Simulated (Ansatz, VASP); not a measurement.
# Cross-check of TiO2 (TiO2 (100) slab) between VASP and Ansatz, part 2 of 2

Wanted: the spread between two codes on one cell, functional and k mesh. The cell is taken from a series of runs on this material, whose earlier steps may have relaxed, scaled, displaced or heated it; both programs get it as it stands.

VASP 6.6.1 and Ansatz 0.2.0.

So far: Starting point; VASP: single point, PBEsol, pair 1; Ansatz: single point, PBEsol, pair 1.

**4. Side by side**

Known differences besides the potentials themselves: the cutoff is 420 eV in Ansatz and 520 eV in VASP; Ansatz makes its cores anew for this functional, VASP keeps those of its PBE data sets. Total energies have different zeros and are not compared.

Both answers:

```
              quantity  Ansatz   VASP  difference
gap on the k mesh (eV)   2.434  2.407      +0.027
```

Forces on 7 of the 24 atoms, those with the largest forces and the largest differences (eV/Å; atoms numbered as in POSCAR):

```
atom          Ansatz x, y, z            VASP x, y, z
 Ti1  -0.016, -0.013, -0.024   -0.089, -0.107, 0.006
 Ti3   -0.015, 0.012, -0.024    -0.088, 0.107, 0.005
 Ti6    -0.015, 0.011, 0.024   -0.088, 0.106, -0.006
 Ti8   -0.015, -0.010, 0.024  -0.088, -0.105, -0.005
 O16   -0.001, -0.009, 0.015    0.053, 0.025, -0.086
 O18  -0.001, -0.009, -0.016     0.053, 0.025, 0.086
 O22   -0.001, 0.009, -0.015    0.053, -0.025, 0.086
```

The forces differ by 44 meV/Å r.m.s., which is 97.4 % of the r.m.s. force of 0.045 eV/Å (both taken over all components). A gap on the mesh is an upper bound, since the band edges may lie between its points. With vacuum in the cell, a pressure given here is an average over mostly empty space and none of the material.

**5. Ansatz: single point, PBEsol, pair 2**

With cell and atoms fixed, the geometry can't cause a difference; cores, projectors, grids and the points listed under the comparison can. This pair takes another cell of the material, with 96 atoms against 24 for the pair before.

The cell is taken from a series of runs on this material, whose earlier steps may have relaxed, scaled, displaced or heated it; both programs get it as it stands.

Contents of input.yaml:

```yaml
crystal:
  lattice:
    - [9.818394, 0.0, 0.0]
    - [0.0, 11.039238, 0.0]
    - [0.0, 0.0, 22.0]
  atoms:
    - { symbol: Ti, position: [0.14202305, 0.19467745, 0.34838394] }
    - { symbol: Ti, position: [0.36357981, 0.07497496, 0.44930576] }
    - { symbol: Ti, position: [0.39203622, 0.30559674, 0.348376] }
    - { symbol: Ti, position: [0.11361835, 0.42535945, 0.44929228] }
    - { symbol: Ti, position: [0.11360222, 0.17539242, 0.55081685] }
    - { symbol: Ti, position: [0.39206037, 0.05563613, 0.65171435] }
    - { symbol: Ti, position: [0.36366112, 0.32489968, 0.55080942] }
    - { symbol: Ti, position: [0.14205927, 0.44467753, 0.65169641] }
    - { symbol: O, position: [0.45974037, 0.18337377, 0.3949052] }
    - { symbol: O, position: [0.03864996, 0.06021173, 0.49612793] }
    - { symbol: O, position: [0.20793656, 0.05931604, 0.40035432] }
    - { symbol: O, position: [0.28547042, 0.20393821, 0.29997758] }
    - { symbol: O, position: [0.20975528, 0.3168619, 0.39492451] }
    - { symbol: O, position: [0.28867052, 0.44007954, 0.49612315] }
    - { symbol: O, position: [0.45794261, 0.44096354, 0.40034684] }
    - { symbol: O, position: [0.03548769, 0.29638324, 0.29998562] }
    - { symbol: O, position: [0.45796065, 0.19100409, 0.59975642] }
    - { symbol: O, position: [0.03551186, 0.04624596, 0.70013489] }
    - { symbol: O, position: [0.2097562, 0.06688183, 0.60519627] }
    - { symbol: O, position: [0.28863942, 0.19009982, 0.50398072] }
    - { symbol: O, position: [0.20795156, 0.30929744, 0.59976465] }
    - { symbol: O, position: [0.2854632, 0.45405498, 0.70012702] }
    - { symbol: O, position: [0.45972029, 0.43341157, 0.60519631] }
    - { symbol: O, position: [0.0386583, 0.31019447, 0.50398724] }
    - { symbol: Ti, position: [0.14209205, 0.69463046, 0.34841114] }
    - { symbol: Ti, position: [0.36359984, 0.57492986, 0.44933808] }
    - { symbol: Ti, position: [0.39206546, 0.8056177, 0.34841615] }
    - { symbol: Ti, position: [0.11362267, 0.92534712, 0.44934422] }
    - { symbol: Ti, position: [0.11359469, 0.67535067, 0.5508037] }
    - { symbol: Ti, position: [0.39206235, 0.55566847, 0.65171884] }
[... 60 atom lines left out ...]
    - { symbol: O, position: [0.70974048, 0.56689573, 0.60518001] }
    - { symbol: O, position: [0.78861848, 0.69011969, 0.50398072] }
    - { symbol: O, position: [0.70793961, 0.80931417, 0.59976216] }
    - { symbol: O, position: [0.78552033, 0.95394307, 0.70012405] }
    - { symbol: O, position: [0.95976499, 0.93340659, 0.60518] }
    - { symbol: O, position: [0.53863099, 0.81022299, 0.50398323] }
basis:
  ecutwfc: 420
  xc_grid: 2
hamiltonian:
  xc: pbesol
  pseudopotentials: { kind: paw, azcp: { folder: soft_1 }, xc_functional: pbe }
kpoints:
  mp_grid: { grid: [1, 1, 1] }
scf:
  occupations: { method: fermi_dirac, width: 0.01 }
  max_iter: 100
output:
  forces: true
  eigenvalues: true
  write_potential: true
  volumetric_format: npy
```

Command:

```bash
> ansatz run input.yaml --threads 32 --pin off --max-ram 84787MiB --backend cuda --events-out ev --progress --plain --runs-dir out --max-vram 78GiB
```

Numbers of over 12 decimals in the logs are rounded to 6 here.

Log:

```text
[...]
Crystal: 96 atoms, lattice volume = 2384.527 Å³
Basis set: ecut = 420 eV, 46709 PW (Γ), exchange–correlation on 144×150×300 points (8 copies of the dense FFT grid, shifted against one another)
Bands: 480, of which v1, the nominal top of the filled ones, is band 384 counted from 1 (383 counted from 0)
[...]
k-points: 1
[...]
SCF iter  14: F=—  HF=-115177.668778 eV  |F-HF|=—  |Δ(HF+E_count)|=   5.42e-7  Δρ=6.21e-6  dr2=7.94e-7  ethr=1.02e-9  ⟨swp⟩=2.0  Hψ=597  notcnv=0  defer=90
SCF iter  15: F=-115177.668778 eV  HF=-115177.668778 eV  |F-HF|=1.45e-8  |Δ(HF+E_count)|=   6.35e-8  Δρ=2.44e-6  dr2=8.82e-8  ethr=1.30e-11  ⟨swp⟩=18.0  Hψ=4875  notcnv=0
SCF 1 converged in 15 iterations: F = -115177.668778 eV  dr2 = 8.82e-8
[...]
SCF converged after 15 iterations
[...]
```

**6. VASP: single point, PBEsol, pair 2**

The same cell, functional, mesh and smearing now go to VASP, with its own data sets.

Contents of INCAR:

```
SYSTEM = TiO2
PREC = Accurate
ENCUT = 520
EDIFF = 1E-06
NELM = 120
ISMEAR = -1
SIGMA = 0.01
LREAL = Auto
ALGO = Normal
GGA = PS
NBANDS = 456
LASPH = .TRUE.
LORBIT = 11
LWAVE = .FALSE.
LCHARG = .FALSE.
ISIF = 2
GGA_COMPAT = .FALSE.
EFERMI = MIDGAP
NCORE = 2
```

Contents of POSCAR:

```
TiO2
1.0
    9.8183940000      0.0000000000      0.0000000000
    0.0000000000     11.0392380000      0.0000000000
    0.0000000000      0.0000000000     22.0000000000
Ti O
32 64
Direct
    0.1420230500      0.1946774500      0.3483839400
    0.3635798100      0.0749749600      0.4493057600
    0.3920362200      0.3055967400      0.3483760000
    0.1136183500      0.4253594500      0.4492922800
    0.1136022200      0.1753924200      0.5508168500
    0.3920603700      0.0556361300      0.6517143500
    0.3636611200      0.3248996800      0.5508094200
    0.1420592700      0.4446775300      0.6516964100
    0.1420920500      0.6946304600      0.3484111400
    0.3635998400      0.5749298600      0.4493380800
    0.3920654600      0.8056177000      0.3484161500
    0.1136226700      0.9253471200      0.4493442200
    0.1135946900      0.6753506700      0.5508037000
    0.3920623500      0.5556684700      0.6517188400
    0.3636548200      0.8249716100      0.5507854800
    0.1420865100      0.9446217200      0.6517090300
    0.6420441900      0.1946614500      0.3483841300
    0.8636469800      0.0749380400      0.4492997900
    0.8920278700      0.3056429300      0.3483824600
    0.6135967800      0.4253627200      0.4492938600
    0.6136634400      0.1753610500      0.5507912100
    0.8920950000      0.0556234500      0.6517189900
    0.8636125400      0.3249705400      0.5507891900
    0.6420607100      0.4446596700      0.6516999500
    0.6420773000      0.6947001300      0.3484239100
    0.8636356000      0.5749661700      0.4493302200
    0.8921001800      0.8056214200      0.3484101100
    0.6136081900      0.9253873800      0.4493019700
    0.6136156300      0.6753355400      0.5507944100
    0.8920583400      0.5556454700      0.6517219800
[... 60 atom lines left out ...]
    0.7097404800      0.5668957300      0.6051800100
    0.7886184800      0.6901196900      0.5039807200
    0.7079396100      0.8093141700      0.5997621600
    0.7855203300      0.9539430700      0.7001240500
    0.9597649900      0.9334065900      0.6051800000
    0.5386309900      0.8102229900      0.5039832300
```

Contents of KPOINTS:

```
Automatic mesh
0
Gamma
1 1 1
0 0 0
```

Potentials, in the order of the species: Ti_sv and O (PBE family, release 64).

Command:

```bash
> mpirun -np 8 vasp_gam
```

Log:

```text
[banner, memory and clock lines left out]
running    8 mpi-ranks, on    1 nodes
[...]
[... a notice as in an earlier step ...]

 LDA part: xc-table for (Slater+PW92), standard interpolation
 POSCAR, INCAR and KPOINTS ok, starting setup
[...]
entering main loop
       N       E                     dE             d eps       ncg     rms          rms(c)
DAV:   1     0.137034186751E+05    0.13703E+05   -0.43069E+05   928   0.182E+03
DAV:   2     0.192448633961E+04   -0.11779E+05   -0.11245E+05  1000   0.562E+02
DAV:   3    -0.828561694457E+03   -0.27530E+04   -0.26839E+04  1152   0.252E+02
DAV:   4    -0.110878357932E+04   -0.28022E+03   -0.27946E+03  1296   0.865E+01
[...]
DAV:  30    -0.881041760885E+03   -0.27907E-05   -0.16590E-07   528   0.744E-04    0.431E-04
DAV:  31    -0.881041762864E+03   -0.19797E-05   -0.11399E-07   536   0.608E-04    0.260E-04
DAV:  32    -0.881041763533E+03   -0.66917E-06   -0.51328E-08   528   0.472E-04
   1 F= -.88104176E+03 E0= -.88104176E+03  d E =0.000000E+00
```

OUTCAR, selected parts (step 6):

```text
  FREE ENERGIE OF THE ION-ELECTRON SYSTEM (eV)
  ---------------------------------------------------
  free  energy   TOTEN  =      -881.0417635334 eV

  energy  without entropy=     -881.0417635334  energy(sigma->0) =     -881.04176353
```

**7. Comparison**

What differs besides the data sets and the points named for the pairs above, as far as they apply: the cutoff is 420 eV in Ansatz and 520 eV in VASP (PREC = Accurate, projectors in real space). Total energies have different zeros and are not compared.

Both answers:

```
              quantity  Ansatz   VASP  difference
gap on the k mesh (eV)   2.431  2.404      +0.027
```

Forces on 7 of the 96 atoms, those with the largest forces and the largest differences (eV/Å; atoms numbered as in POSCAR):

```
atom          Ansatz x, y, z           VASP x, y, z
 Ti3     0.001, 0.002, 0.004   -0.069, 0.098, 0.036
 Ti6   -0.001, -0.001, 0.001  -0.069, 0.099, -0.031
Ti11   -0.001, 0.001, -0.001   -0.075, 0.098, 0.035
Ti19     0.002, 0.001, 0.003   -0.072, 0.097, 0.038
Ti25  -0.002, -0.002, -0.001  -0.077, -0.095, 0.032
Ti30     0.000, 0.001, 0.000  -0.066, 0.102, -0.032
 O56    0.001, 0.001, -0.001   0.054, 0.037, -0.105
```

The forces differ by 44 meV/Å r.m.s., where the r.m.s. force is 0.002 eV/Å in Ansatz and 0.044 eV/Å in VASP: the atoms lie near their places of rest in Ansatz, so a percentage would say little (all taken over all components). A gap on the mesh is an upper bound, since the band edges may lie between its points. With vacuum in the cell, a pressure given here is an average over mostly empty space and none of the material.

**8. Outcome**

| Quantity | Value |
| --- | --- |
| r.m.s. force difference (single point, PBEsol, pair 1) | 44 meV/Å |
| r.m.s. force difference (single point, PBEsol, pair 2) | 44 meV/Å |

In words: The r.m.s. force difference is 44 meV/Å (single point, PBEsol, pair 2), beyond the 12 meV/Å picked in this series as the mark of a large difference. What causes the difference of the single point, PBEsol, pair 1 pair stays open here. What causes the difference of the single point, PBEsol, pair 2 pair stays open here. VASP runs on this material, other cells of it included, that failed, so that no pair exists: relaxation of the atoms, PBEsol (timeout). Such differences can come from data sets, numerical settings and the points named under the comparisons, not from the functional's error against experiment.

[Lines on the potential files, build, host, timing and source positions are cut from VASP's logs without a mark.]

[Logs are printed without paths, hosts, clocks, repeated set-up lines and the standing remarks that a program may print on its own settings, such as how far it seeks lower states.]

[Hosts, paths, dates, database ids (printed as entryN), source tags and the programs' standing remarks are cut or masked in the printed files.]
